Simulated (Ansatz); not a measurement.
We consider zinc-blende InN (metastable phase), described by HSE06 (Ansatz, a program for electronic structure, PAW).

Numerical settings: plane-wave cutoff 460 eV, 10×10×10 k mesh, Fermi–Dirac smearing 0.01 eV, scalar-relativistic PAW data made under PBE.

Computed at the level's own relaxed cell.

Q: Give the computed equilibrium lattice constant a, pressure derivative B′ of the bulk modulus, equilibrium volume per atom, bulk modulus and band gap.

A: 
equilibrium lattice constant a: 4.984 Å
pressure derivative B′ of the bulk modulus: 4.5
equilibrium volume per atom: 15.47 Å³/atom
bulk modulus: 144 GPa
band gap: 0.50 eV (on the SCF k mesh)

Measured, for comparison: band gap 0.61 eV (low temperature, zero-point motion not removed, photoluminescence, epilayer; as tabulated in Schörmann, As, Lischka, Schley, Goldhahn et al., Appl. Phys. Lett. 89, 261903 …); lattice constant a 5.01 ± 0.01 Å, equilibrium volume per atom 15.72 Å³/atom (temperature not stated, not corrected to a static lattice, epilayer on 3C-SiC; as tabulated in Schörmann, As, Lischka, Schley, Goldhahn et al., Appl. Phys. Lett. 89, 261903 …). Computed (rounded) less measured: lattice constant a -0.5 %, equilibrium volume per atom -1.6 %. A static lattice is as a rule a little smaller and stiffer than an uncorrected measurement, which narrows the difference in the lattice constant a, equilibrium volume per atom and would widen misses of the other sign.

Spin–orbit coupling is not included.

Computed values are for the static lattice.
